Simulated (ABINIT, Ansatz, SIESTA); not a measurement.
# Nb: programs and potentials compared

```
CELL_PARAMETERS angstrom
2.71245 -0.01827 -0.02250
-0.01827 2.74319 -0.00743
-0.02250 -0.00743 2.70377
ATOMIC_POSITIONS crystal
Nb 0.51432 0.50271 0.52135
```

This isn't the form of Nb at room conditions, which is bcc.

The given cell was strained at random by a few per cent at fixed volume.

Alike in all runs: task single point; functional PBE; k mesh 10 × 10 × 10; occupations fermi-dirac, width 0.05 eV; no spin polarisation; no spin-orbit coupling. Pressure is positive in compression and, in plane waves, holds the error of the finite cutoff, which Ansatz's Pulay term estimates and takes out.

| program and potentials | plane-wave cutoff (eV) | notes | band gap (eV) | pressure (GPa) | energy over the undisturbed cell (meV/atom) |
| --- | --- | --- | --- | --- | --- |
| Ansatz, Ansatz PAW (earlier soft set) | 420 | - | no gap | 0.48 | -4.47 |
| ABINIT, JTH PAW PBE v2.0 | 435 | - | ? | ? | ? |
| SIESTA, files PseudoDojo sr-pbe-0.4.1-standard, DZP (energy shift 0.003 Ry; two zetas on semicore shells) | - | atomic basis | no gap | 2.27 | -4.27 |

Q: Estimate from the other rows what the run with ABINIT, JTH PAW PBE v2.0 gave.

A: No band gap; pressure 0.05 GPa; energy over the undisturbed cell -4.54 meV/atom. The other rows, which needn't bracket it: pressure 0.48 to 2.27; energy over the undisturbed cell -4.47 to -4.27.
